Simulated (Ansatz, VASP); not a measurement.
## TaN: VASP beside Ansatz

INCAR

```
SYSTEM = TaN
  PREC = Accurate
  ENCUT = 520
  EDIFF = 1E-6
  ISMEAR = -1
  SIGMA = 0.05
  LREAL = .FALSE.
  LASPH = .TRUE.
  NELM = 60
  ALGO = Normal
  ISIF = 2
  LWAVE = .FALSE.
  LCHARG = .FALSE.
  GGA = PE
  NBANDS = 15
```

File KPOINTS:

```
Automatic mesh
0
G
  9 9 9
  0 0 0
```

POSCAR

```
TaN
1.0
    0.0000000000      2.4911437700      2.4911437700
    2.4911437700      0.0000000000      2.4911437700
    2.4911437700      2.4911437700      0.0000000000
Ta N
1 1
Direct
    0.0029840000     -0.0003780000      0.0017680000
    0.2411450000      0.2403560000      0.2693490000
```

Contents of input.yaml:

```yaml
crystal:
  lattice:
    - [0.0, 2.49114377, 2.49114377]
    - [2.49114377, 0.0, 2.49114377]
    - [2.49114377, 2.49114377, 0.0]
  atoms:
    - { symbol: Ta, position: [0.002984, -0.000378, 0.001768] }
    - { symbol: "N", position: [0.241145, 0.240356, 0.269349] }
hamiltonian:
  xc: pbe
  pseudopotentials: { kind: paw }
kpoints:
  mp_grid: { grid: [9, 9, 9] }
scf:
  occupations: { method: fermi_dirac, width: 0.05 }
output:
  forces: true
  stress: true
  eigenvalues: true
  write_density: true
  write_potential: true
  elf: true
  volumetric_format: npy
```

Change from the starting cell: atoms moved at random, drawn with an rms of 0.05 Å.

Alike in both runs: task single point; functional PBE; k mesh 9 × 9 × 9; occupations fermi-dirac, width 0.05 eV; no spin polarisation.

|  | VASP | Ansatz |
| --- | --- | --- |
| version | VASP 6.6.1 | Ansatz 0.2.0 |
| potentials or method | VASP PAW PBE potentials, release 64 (Ta_pv, N) | Ansatz PAW |
| plane-wave cutoff (eV) | 520 | 420 |
| valence electrons in the cell | 16 | 18 |

```csv
,VASP,Ansatz,Ansatz less VASP
gap on the k mesh at the Fermi level (eV),none,none,-
pressure (GPa),-25.0,-25.2,-0.23
largest component of the traceless stress (GPa),1.04,1.00,-0.040
rms of the force components (eV/Å),0.113,0.109,-0.0036
```

Atom by atom the forces differ by 0.004 eV/Å (rms over components). A gap of «none» marks a metal or a gap that the smearing closes. The two sets of potentials don't hold the same shells in valence.

Caveats: so large a pressure means that the cell lies far from this level's equilibrium, or that cutoff or potentials fall short (VASP); the pressure holds a Pulay correction of +0.3 GPa for the finite cutoff (Ansatz). Spin-orbit coupling is left out, which matters for the levels of Ta.
